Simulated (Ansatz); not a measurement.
**Calculation log, GaAs (F-43m) (quasi-harmonic thermal expansion)**

Level of theory: PBEsol, PAW on Ansatz 0.2.0's default frozen-core files (fitted under PBE), scalar-relativistic.

The cell comes from a PAW relaxation under the same functional.

Command line:

```sh
ansatz run input.yaml --threads 2 --pin off --max-ram 5120MiB --backend cpu --events-out ev --progress --plain --runs-dir out
```

Input file:

```yaml
crystal:
  lattice:
    - [0.0, 2.82898647752, 2.82898647752]
    - [2.82898647752, 0.0, 2.82898647752]
    - [2.82898647752, 2.82898647752, 0.0]
  atoms:
    - { symbol: Ga, position: [0.0, 0.0, 0.0] }
    - { symbol: As, position: [0.75, 0.75, 0.75] }
kpoints:
  mp_grid: { grid: [8, 8, 8] }
scf:
  occupations: { method: fixed }
hamiltonian:
  xc: pbesol
  pseudopotentials: { kind: paw }
phonons:
  qmesh: [4, 4, 4]
  thermal_expansion: {}
  temperatures: { t_min: 0, t_max: 600, t_step: 50 }
```

The program printed:

```
Warning: phonons: the dynamical matrix that this run interpolates holds no multipole term above the dipole-dipole one, and a site of this crystal is no centre of inversion, so its interpolated transverse optical and acoustic branches and sound speeds can stay off near Gamma, and the density of states and the thermodynamics with them. What a run solves at a wave vector of phonons.qpoints, Gamma apart, where the deck ...
Warning: RAYON_NUM_THREADS=2 ignored (pool sized by the plan → 2); use --threads N
The last accepted step is kept in <dir> (removed where the run ends without a failure and the disk answers)
Engine: ansatz 0.2.0, x86_64-unknown-linux-gnu
Pseudopotentials: kind: paw
Pseudopotential: Ga, paw, valence charge 13, recommended cutoff 420 eV (normal), Ga.paw.azcp
Pseudopotential: As, paw, valence charge 15, recommended cutoff 420 eV (normal), As.paw.azcp
Functional definition: PBEsol
  exchange = pbesol_x
  correlation = pbesol_c
Crystal: 2 atoms, lattice volume = 45.282 Å³
Basis set: ecut = 487.2 eV, 1067 PW (Γ), exchange–correlation on 60×60×60 points (8 copies of the dense FFT grid, shifted against one another)
Bands: 18, of which v1, the nominal top of the filled ones, is band 14 counted from 1 (13 counted from 0)
Symmetry: 24 space group operations
Space group: F-43m (ITA 216), of the structure as read, at distance tolerance 3.6e-5 Å
k-points: 29 of 512 (time reversal used)
Non-local potential: Ga, projectors of the file, l = 0: 2, l = 1: 2, l = 2: 3, l = 3: 1
Non-local potential: As, projectors of the file, l = 0: 2, l = 1: 2, l = 2: 3, l = 3: 1
PAW form: soft (Blöchl's): semilocal exchange-correlation on the pseudo side does not see the compensation charge
PAW frozen core: Ga, regenerated for the run's functional, and the local potential with it (the file was generated under x = pbe(κ = 0.804, μ = 0.2195149727645171), c = pbe(β = 0.06672455060314922))
PAW frozen core: As, regenerated for the run's functional, and the local potential with it (the file was generated under x = pbe(κ = 0.804, μ = 0.2195149727645171), c = pbe(β = 0.06672455060314922))
PAW one-centre angular grid: Ga, 590 points (default); XC on 64 Gauss nodes
PAW one-centre angular grid: As, 590 points (default); XC on 64 Gauss nodes
Initial density: superposition of atomic densities (neutral atoms: chi_scale 0, normalization atom), corrected by the library's trained network
Initial wavefunctions: pseudopotential atomic-orbital guess
Functional: x = pbesol(κ = 0.804, μ = 0.12345679012345678), c = pbesol(β = 0.046)
SCF iter   1: F=—  HF=-8556.859560 eV  |F-HF|=—  |Δ(HF+E_count)|=         —  Δρ=3.17e-3  dr2=7.61e-3  ethr=1.77e-3  ⟨swp⟩=4.7  Hψ=2181  notcnv=0  defer=49
preconditioner: auto → none  [insulator: Δε(μ)=0.412 eV  Ē_g=15.390 eV  n_scr=14 (ndim 8)  ℏωp=23.4 eV  f_vac=0.091  ε∞_Penn≈3.3]
SCF iter   2: F=—  HF=-8556.856318 eV  |F-HF|=—  |Δ(HF+E_count)|=   3.24e-3  Δρ=1.08e-3  dr2=5.43e-4  ethr=2.72e-5  ⟨swp⟩=3.0  Hψ=1180  notcnv=0  defer=52
SCF iter   3: F=—  HF=-8556.856339 eV  |F-HF|=—  |Δ(HF+E_count)|=   2.05e-5  Δρ=4.36e-4  dr2=8.86e-5  ethr=1.94e-6  ⟨swp⟩=2.0  Hψ=847  notcnv=0  defer=52
[... 20 lines left out ...]
  E_local      = -3922.385717  (includes V_loc(G=0)·N_el)
  E_nonlocal   = -241.981131
  E_hartree    = 1973.283597
  E_xc         = -147.205332
  E_vxc        = -137.384264  (∫ρ·V_xc dr)
  E_paw        = -3743.011637  (= ΣΔE_a)
  E_vpaw       = -181.121590  (= ΣTr[D̂ρ^β])
  E_aug_tail   = -0.000072  (compensation charges beyond the density's cutoff)
  E_ewald      = -2696.689682
  E_core_change = 1.829407  (= ΣΔE_core)
  E_smearing   = -0.000000  (= −TS)
  E_closure    = 0.000000  (closes the sum)
  Σ components = -8556.856356   (vs F -8556.856356, Δ=0.00e0)
--- Forces (eV/Å), atoms counted from 1 ---
  atom   1  Ga    -0.00000000     0.00000000     0.00000000
  atom   2  As     0.00000000    -0.00000000    -0.00000000
  max |Σ_I F_I| component: 1.85e-16 eV/Å
--- Stress (GPa, compression-positive) ---
        0.023625      -0.000000       0.000000
       -0.000000       0.023625       0.000000
       -0.000000       0.000000       0.023625
  P = ⅓ Tr σ = 0.0236 GPa (0.236 kbar)
── thermal expansion: 3 new cells, 3 in all ──
thermal expansion: relaxation of cell 2
thermal expansion: relaxation of cell 3
── thermal expansion: 2 new cells, 5 in all ──
thermal expansion: relaxation of cell 4
thermal expansion: lower-state search of cell 4
thermal expansion: electrons of cell 4
thermal expansion: phonons of cell 4
thermal expansion: relaxation of cell 5
thermal expansion: electrons of cell 1
thermal expansion: electrons of cell 2
thermal expansion: electrons of cell 3
thermal expansion: electrons of cell 5
thermal expansion: phonons of cell 5
── thermal expansion: 5 new cells, 10 in all ──
thermal expansion: relaxation of cell 6
thermal expansion: relaxation of cell 7
thermal expansion: relaxation of cell 8
thermal expansion: relaxation of cell 9
thermal expansion: relaxation of cell 10
thermal expansion: electrons of cell 6
thermal expansion: electrons of cell 7
thermal expansion: electrons of cell 8
thermal expansion: electrons of cell 9
thermal expansion: electrons of cell 10
thermal expansion: phonons of cell 6
thermal expansion: phonons of cell 7
--- Relaxed structure (1 steps of the walk, 1 accepted, 0 SCFs on fresh bases) ---
  F+E_penalty+E_count = -8556.85635553 eV   max|allowed force component| = 1.110e-16 eV/Å
  atoms:
    - { symbol: Ga, position: [0.0, 0.0, 0.0] }
    - { symbol: As, position: [0.7499999999999999, 0.7499999999999999, 0.7499999999999999] }
--- Thermal expansion: 10 cells in 3 rounds, 0 GPa ---
  no lower state was reached at cell 4
  without vibrations: a 4.00125, b 4.00125, c 4.00125 Å, V 45.2972 Å³, B 69.50 GPa
  at 0 K: a 4.00629, b 4.00629, c 4.00629 Å, V 45.4688 Å³, B 68.60 GPa
  zero-point expansion: a +0.126, b +0.126, c +0.126, V +0.379 %
      T/K        a/Å        b/Å        c/Å       V/Å³ | expansion of a, b, c, V (1e-6/K)   | that of V in the mean from 25 °C | C_P, C_V (J/mol K of the cell) | B_T, B_S (GPa)
     0.00    4.00629    4.00629    4.00629    45.4688 |    0.00    0.00    0.00    0.00 |   10.97 |     0.000     0.000 |    68.60    68.60
   100.00    4.00652    4.00652    4.00652    45.4764 |    2.64    2.64    2.64    7.91 |   15.67 |    29.929    29.918 |    68.27    68.29
   200.00    4.00828    4.00828    4.00828    45.5363 |    5.55    5.55    5.55   16.64 |   18.25 |    43.013    42.911 |    67.42    67.58
   298.15    4.01067    4.01067    4.01067    45.6180 |    6.49    6.49    6.49   19.48 |       - |    46.732    46.525 |    66.51    66.80
   350.00    4.01205    4.01205    4.01205    45.6652 |    6.77    6.77    6.77   20.31 |   19.93 |    47.674    47.412 |    66.01    66.38
   450.00    4.01485    4.01485    4.01485    45.7607 |    7.13    7.13    7.13   21.40 |   20.59 |    48.739    48.370 |    65.05    65.55
   550.00    4.01777    4.01777    4.01777    45.8606 |    7.40    7.40    7.40   22.19 |   21.11 |    49.348    48.869 |    64.08    64.71
   600.00    4.01927    4.01927    4.01927    45.9119 |    7.51    7.51    7.51   22.54 |   21.34 |    49.568    49.032 |    63.60    64.29
  the static fit leaves 0.001 meV an atom of the energies and, of the stresses, 0.000 GPa of each cell's largest along a strain (root mean squares over the cells), whose Pulay part it has at -0.015 GPa
  vibrations' free energy: its fit passes through its cells
  the electrons' free energy at temperature is in it; its fit leaves 0.0001 meV an atom at the most
  free energies summed between the sampled wave vectors
  estimated error of the fitted expansion in any direction: up to 0.020e-6/K, at 600 K, with few degrees of freedom (an estimate, not a bound: it was exceeded on models of known expansion)
  by sums over the sampled wave vectors an expansion of the volume parts by up to 0.87e-6/K
  by a static energy of one degree less an expansion of the volume parts by up to 0.01e-6/K
  band gaps on the cells' k-points are 0.190 to 0.644 eV
```

Self-consistency was reached.

Head of thermal_expansion.tsv:

```
# thermal expansion in the quasi-harmonic approximation; lengths in Å, angles in degrees, expansions in K^-1, heat capacities and entropies in eV/K of the cell, energies in eV of the cell
# pressure_gpa: 0
# no lower state was reached at cell 4
# cell 1, search: [[0.0, 2.82898647752, 2.82898647752], [2.82898647752, 0.0, 2.82898647752], [2.82898647752, 2.82898647752, 0.0]] Å
# cell 2, search: [[0.0, 2.85161836934016, 2.85161836934016], [2.85161836934016, 0.0, 2.85161836934016], [2.85161836934016, 2.85161836934016, 0.0]] Å
# cell 3, search: [[0.0, 2.806534203888889, 2.806534203888889], [2.806534203888889, 0.0, 2.806534203888889], [2.806534203888889, 2.806534203888889, 0.0]] Å
# cell 4, equilibrium: [[0.0, 2.8295472816171325, 2.8295472816171325], [2.8295472816171325, 0.0, 2.8295472816171325], [2.8295472816171325, 2.8295472816171325, 0.0]] Å
# cell 5, direction_probe: [[0.0, 2.8436950180252185, 2.8436950180252185], [2.8436950180252185, 0.0, 2.8436950180252185], [2.8436950180252185, 2.8436950180252185, 0.0]] Å
# cell 6, path: [[0.0, 2.8361407779972443, 2.8361407779972443], [2.8361407779972443, 0.0, 2.8361407779972443], [2.8361407779972443, 2.8361407779972443, 0.0]] Å
# cell 7, path: [[0.0, 2.849373899652104, 2.849373899652104], [2.849373899652104, 0.0, 2.849373899652104], [2.849373899652104, 2.849373899652104, 0.0]] Å
# cell 8, static_along: [[0.0, 2.801462618863031, 2.801462618863031], [2.801462618863031, 0.0, 2.801462618863031], [2.801462618863031, 2.801462618863031, 0.0]] Å
# cell 9, static_along: [[0.0, 2.815469931957346, 2.815469931957346], [2.815469931957346, 0.0, 2.815469931957346], [2.815469931957346, 2.815469931957346, 0.0]] Å
# cell 10, static_along: [[0.0, 2.8593392448537753, 2.8593392448537753], [2.8593392448537753, 0.0, 2.8593392448537753], [2.8593392448537753, 2.8593392448537753, 0.0]] Å
# free energies summed between the sampled wave vectors
# fit_thermal_expansion_error: an estimate, not a bound: it was exceeded on models of known expansion
# T[K]	a	b	c	alpha	beta	gamma	volume	a_expansion	b_expansion	c_expansion	volumetric_expansion	alpha_rate[deg/K]	beta_rate[deg/K]	gamma_rate[deg/K]	mean_volumetric_expansion	C_P	C_V	entropy	helmholtz_free_energy	gibbs_fre
```

### Thermal expansion

Quasi-harmonic lattice of a crystal by Kohn-Sham DFT: finite-displacement phonons on strained cells about the given cell, electrons' free energy included in metals.

```csv
temperature (K),volume expansion coefficient (×10⁻⁶/K),volume over given cell less one (%),heat capacity constant pressure (k_B/atom),isothermal bulk modulus (GPa),grueneisen parameter
50,-0.06425,0.411,0.8508,68.54,-0.008523
100,7.91,0.43,1.8,68.27,0.4943
150,13.6,0.4855,2.325,67.87,0.6551
200,16.64,0.5623,2.587,67.42,0.7172
250,18.4,0.6508,2.728,66.96,0.7478
300,19.52,0.7464,2.813,66.49,0.7656
350,20.31,0.8469,2.867,66.01,0.7775
400,20.91,0.9509,2.904,65.53,0.7862
450,21.4,1.058,2.931,65.05,0.793
500,21.82,1.167,2.951,64.57,0.7987
550,22.19,1.278,2.968,64.08,0.8037
600,22.54,1.392,2.981,63.6,0.8082
```

Keep in mind: frozen-core PAW files fitted under PBE, their cores solved anew for the functional of the run; expansion moves with the q mesh.

It took 17 min on 2 threads of AMD EPYC 9R45 96-Core Processor (Zen 5) (shared host), peak memory 1.5 GiB.
